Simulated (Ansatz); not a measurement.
# Zr: the cost of one run

Method: DFT PBEsol, scalar-relativistic, plane waves, PAW, in Ansatz 0.2.0.

## Step 1: Starting point

It takes space group Pm-3n (No. 223, cubic). The conventional cell has a = 5.754 Å, b = 5.754 Å, c = 5.754 Å, α = 90.00°, β = 90.00°, γ = 90.00°. Around Zr (site symmetry m-3) lie 12 Zr at 3.22 Å. Zr (site symmetry -4m2) is surrounded by 6 Zr at 2.88 to 3.22 Å.

As a file:

```xyz
8
Lattice="5.7543 0.0000 0.0000 0.0000 5.7543 0.0000 0.0000 0.0000 5.7543" Properties=species:S:1:pos:R:3 pbc="T T T"
Zr    2.8771    2.8771    2.8771
Zr    0.0000    0.0000    0.0000
Zr    1.4386    0.0000    2.8771
Zr    2.8771    1.4386    0.0000
Zr    2.8771    4.3157    0.0000
Zr    4.3157    0.0000    2.8771
Zr    0.0000    2.8771    4.3157
Zr    0.0000    2.8771    1.4386
```

This is candidate A: beta-tungsten (A15) type (Pm-3n, No. 223).

(A quick probe on a coarse mesh, which set the mesh and smearing, is not shown.)

## Step 3: A loose first relaxation (candidate A)

File input.yaml:

```yaml
crystal:
  lattice:
    - [5.7542859044, 0.0, 0.0]
    - [0.0, 5.7542859044, 0.0]
    - [0.0, 0.0, 5.7542859044]
  atoms:
    - { symbol: Zr, position: [0.5, 0.5, 0.5] }
    - { symbol: Zr, position: [0.0, 0.0, 0.0] }
    - { symbol: Zr, position: [0.25, 0.0, 0.5] }
    - { symbol: Zr, position: [0.5, 0.25, 0.0] }
    - { symbol: Zr, position: [0.5, 0.75, 0.0] }
    - { symbol: Zr, position: [0.75, 0.0, 0.5] }
    - { symbol: Zr, position: [0.0, 0.5, 0.75] }
    - { symbol: Zr, position: [0.0, 0.5, 0.25] }
basis:
  ecutwfc: 420
kpoints:
  mp_grid: { grid: [4, 4, 4] }
hamiltonian:
  xc: pbesol
scf:
  occupations: { method: gaussian, width: 0.1 }
  lower_state_search: "off"
output:
  forces: true
  stress: true
  eigenvalues: true
relax:
  adjacent_minimum: "off"
  f_tol: 0.04
  max_steps: 70
  cell: { stress_tol: 0.4 }
```

Q: Estimate wall time and peak memory on 1 thread of an x86-64 CPU, shared host.

About 20 s, with a peak of 0.52 GiB.
